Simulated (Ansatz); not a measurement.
Sc: clamped-ion strain scan

Level of theory: DFT PBE, scalar-relativistic, plane waves, PAW in Ansatz 0.2.0. Cutoff 420 eV, Γ-centred 18×18×18 k-points, Gaussian smearing of 0.15 eV. No spin polarisation. Energies are free energies at this smearing, counted from the undisturbed cell; pressure is positive in compression.

Zero of the scan (as given, not relaxed at this level; it stands at -0.8 GPa; this form isn't the usual structure):

```
Sc
1.0
    -1.91721    1.91721    1.71760
     1.91721   -1.91721    1.71760
     1.91721    1.91721   -1.71760
Sc
1
Direct
  0.00000 0.00000 0.00000
```

The cell is strained by ε times the Voigt pattern (0, 0, 0, 0, 1, 0) (xx, yy, zz, yz, xz, xy; engineering shear) with fractional coordinates fixed. The cell is metallic on the mesh throughout.

| ε | ΔE (meV/atom) |
| --- | --- |
| -0.0200 | 0.9 |
| -0.0100 | 0.2 |
| 0.0000 | 0.0 |
| 0.0050 | 0.1 |
| 0.0150 | 0.5 |
| 0.0175 | 0.7 |

Problem. Predict the stress summed along the pattern (GPa, tension positive) at each point.

Solution.
| ε | stress summed along the pattern (GPa, tension positive) |
| --- | --- |
| -0.0200 | -0.56 |
| -0.0100 | -0.28 |
| 0.0000 | 0.00 |
| 0.0050 | 0.14 |
| 0.0150 | 0.42 |
| 0.0175 | 0.49 |